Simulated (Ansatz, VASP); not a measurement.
**MgO in VASP and in Ansatz**

```xyz
2
Lattice="0.0000 2.1673 2.1673 2.1673 0.0000 2.1673 2.1673 2.1673 0.0000" Properties=species:S:1:pos:R:3 pbc="T T T"
Mg    0.0000    0.0000    0.0000
O     1.0836    1.0836    1.0836
```

Alike in both runs: functional PBE; k mesh 15 × 15 × 15; occupations fermi-dirac, width 0.05 eV; no spin polarisation.

Ansatz relaxed the structure, and its values are those at the end. VASP's run is a single point on that final structure, the one shown.

```csv
,VASP,Ansatz
version,VASP 6.6.1,Ansatz 0.2.0
potentials or method,"VASP PAW PBE potentials, release 64 (Mg, O)","PAW with Ansatz's default frozen-core files, scalar-relativistic"
plane-wave cutoff (eV),520,420
valence electrons in the cell,8,16
```

Ansatz gave:

| Property | Result |
| --- | --- |
| gap on the k mesh at the Fermi level (eV) | 4.60 |

Which values does VASP return?

gap on the k mesh at the Fermi level (eV): 4.59.

The two sets of potentials don't hold the same shells in valence.

Caveats: an odd mesh through Γ misses points on the zone boundary, where band edges often lie. PBE gaps usually lie below the measured ones, often by a third to a half.
